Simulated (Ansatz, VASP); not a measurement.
# Zn in VASP and in Ansatz

File INCAR:

```
SYSTEM = Zn
PREC = Accurate
ENCUT = 520
EDIFF = 1E-7
ISMEAR = -1
SIGMA = 0.05
LREAL = .False.
LASPH = .True.
NELM = 100
ALGO = Normal
ISIF = 2
LWAVE = .False.
LCHARG = .False.
GGA = PS
NBANDS = 19
```

File KPOINTS:

```
Automatic mesh
0
Gamma
  11 11 6
  0 0 0
```

Contents of POSCAR:

```
Zn
1.0
    2.6154949103      0.0000000000      0.0000000000
   -1.3077474551      2.2650850358      0.0000000000
    0.0000000000      0.0000000000      4.8646246159
Zn
2
Direct
    0.6666666667      0.3333333333      0.7500000000
    0.3333333333      0.6666666667      0.2500000000
```

input.yaml

```yaml
crystal:
  lattice:
    - [2.6154949103, 0.0, 0.0]
    - [-1.3077474551, 2.2650850358, 0.0]
    - [0.0, 0.0, 4.8646246159]
  atoms:
    - { symbol: Zn, position: [0.6666666667, 0.3333333333, 0.75] }
    - { symbol: Zn, position: [0.3333333333, 0.6666666667, 0.25] }
hamiltonian:
  xc: pbesol
  pseudopotentials: { kind: paw }
kpoints:
  mp_grid: { grid: [11, 11, 6] }
scf:
  occupations: { method: fermi_dirac, width: 0.05 }
output:
  forces: true
  stress: true
  eigenvalues: true
```

Change from the starting cell: volume scaled by 0.94.

Alike in both runs: task single point; functional PBEsol; k mesh 11 × 11 × 6; occupations fermi-dirac, width 0.05 eV; no spin polarisation.

|  | VASP | Ansatz |
| --- | --- | --- |
| version | VASP 6.6.1 | Ansatz 0.2.0 |
| potentials or method | VASP PAW PBE potentials, release 64 (Zn) | Ansatz PAW |
| plane-wave cutoff (eV) | 520 | 420 |
| valence electrons in the cell | 24 | 24 |

VASP gave:

* gap on the k mesh at the Fermi level (eV): none
* pressure (GPa): -0.7
* largest component of the traceless stress (GPa): 1.56

Estimate Ansatz's values.

gap on the k mesh at the Fermi level (eV): none; pressure (GPa): -1.1; largest component of the traceless stress (GPa): 1.41.

A gap of «none» marks a metal or a gap that the smearing closes.

Caveats: the PAW data sets were made with another functional, which shifts forces and pressure a little (VASP); the PAW data sets come from PBE, with cores solved anew for the run's functional, which leaves a small shift of forces and pressure (Ansatz).
